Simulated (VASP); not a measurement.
Set up this calculation in VASP 6.6.1, as the native input.

```yaml
Task: relaxation of cell and atoms
Functional: LDA
Potentials_or_basis: VASP PAW LDA potentials, release 64 (Si)
Cutoff: 600 eV
k_mesh: 8 × 8 × 8
Occupations: methfessel-paxton, width 0.1 eV
Spin: no spin polarisation
Further_INCAR_settings: ALGO = Normal; EDIFF = 1e-07; IBRION = 2; EDIFFG = -0.005; NSW = 90; ISIF = 3
```

The structure of Si lies in POSCAR:

```
Si                                      
1.0
   -3.2845102022      3.2845102022      3.2845102022
    3.2845102022     -3.2845102022      3.2845102022
    3.2845102022      3.2845102022     -3.2845102022
  Si            
     8
Direct
     0.2044032346779615    0.2044032346779615    0.2044032346779615
     0.5000000000000000    0.0000000000000000    0.2955967653220386
     0.2955967653220386    0.5000000000000000    0.0000000000000000
     0.0000000000000000    0.2955967653220386    0.5000000000000000
     0.7955967653220386    0.7955967653220386    0.7955967653220386
     0.5000000000000000    0.0000000000000000    0.7044032346779614
     0.7044032346779614    0.5000000000000000    0.0000000000000000
     0.0000000000000000    0.7044032346779614    0.5000000000000000
```

This isn't the form of Si at room conditions, which is diamond.

These files were run (other wordings do the same):

INCAR

```
SYSTEM = Si
ALGO     = Normal         ! electronic algorithm
EDIFF    = 1E-7           ! SCF threshold, eV
EDIFFG   = -0.005         ! ionic threshold
ENCUT    = 600            ! plane-wave cutoff, eV
IBRION   = 2              ! ionic algorithm
ISIF     = 3              ! what is computed and relaxed
ISMEAR   = 1              ! smearing method
KPAR     = 2            
LASPH    = .True.         ! aspherical terms in the spheres
LCHARG   = .False.        ! write CHGCAR
LREAL    = .False.        ! projectors in reciprocal space
LWAVE    = .False.        ! write WAVECAR
NELM     = 80             ! most SCF steps
NSW      = 90             ! ionic steps
PREC     = Accurate       ! precision mode
SIGMA    = 0.1            ! smearing width, eV
```

KPOINTS

```
k-points
0
Gamma
  8 8 8
  0 0 0
```

Potentials or basis: VASP PAW LDA potentials, release 64 (Si).

The run is started by

```bash
$ cat potpaw_LDA.64/Si/POTCAR > POTCAR
$ mpirun -np 2 vasp_std > vasp.out
```

Results of the run:

The pressure after relaxing is 0.0 GPa and the band gap on the k mesh is none (metal or under the smearing width).

Caveat: the relaxation stopped at its first step, so nothing moved.

Run time: 45 s on 2 MPI ranks on AMD EPYC 9R45 (Zen 5) (shared host), peak memory 0.25 GiB a rank.
